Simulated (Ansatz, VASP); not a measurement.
InAs: VASP beside Ansatz

The input INCAR:

```
SYSTEM = InAs
  PREC = Accurate
  ENCUT = 520
  EDIFF = 1E-6
  ISMEAR = 0
  SIGMA = 0.1
  LREAL = .FALSE.
  LASPH = .TRUE.
  NELM = 100
  ALGO = Normal
  ISIF = 2
  LWAVE = .FALSE.
  LCHARG = .TRUE.
  GGA = PS
  LELF = .TRUE.
  LVHAR = .TRUE.
  NBANDS = 16
```

KPOINTS

```
regular mesh
0
G
  12 12 12
  0 0 0
```

Contents of POSCAR:

```
InAs
1.0
    0.0000000000      3.0667291200      3.0667291200
    3.0667291200      0.0000000000      3.0667291200
    3.0667291200      3.0667291200      0.0000000000
In As
1 1
Direct
    0.0000000000      0.0000000000      0.0000000000
    0.7500000000      0.7500000000      0.7500000000
```

Input for Ansatz:

```yaml
crystal:
  lattice:
    - [0.0, 3.06672912, 3.06672912]
    - [3.06672912, 0.0, 3.06672912]
    - [3.06672912, 3.06672912, 0.0]
  atoms:
    - { symbol: In, position: [0.0, 0.0, 0.0] }
    - { symbol: As, position: [0.75, 0.75, 0.75] }
basis:
  ecutwfc: 420
kpoints:
  mp_grid: { grid: [12, 12, 12] }
hamiltonian:
  xc: pbesol
scf:
  occupations: { method: gaussian, width: 0.1 }
output:
  forces: true
  stress: true
  eigenvalues: true
```

Alike in both runs: task single point; functional PBEsol; k mesh 12 × 12 × 12; occupations gaussian, width 0.1 eV; no spin polarisation.

```csv
,VASP,Ansatz
version,VASP 6.6.1,Ansatz 0.2.0
potentials or method,"VASP PAW PBE potentials, release 64 (In_d, As)","scalar-relativistic, plane waves, PAW"
plane-wave cutoff (eV),520,420
valence electrons in the cell,18,28
```

Ansatz gave:

| Quantity | Value |
| --- | --- |
| gap on the k mesh at the Fermi level (eV) | none |
| pressure (GPa) | -1.2 |

**Question.** Which values does VASP return?

**Answer.** gap on the k mesh at the Fermi level (eV): none; pressure (GPa): -1.1.

A gap of «none» marks a metal or a gap that the smearing closes. The two sets of potentials don't hold the same shells in valence.

Caveats: the PAW data sets were made with another functional, which shifts forces and pressure a little (VASP).
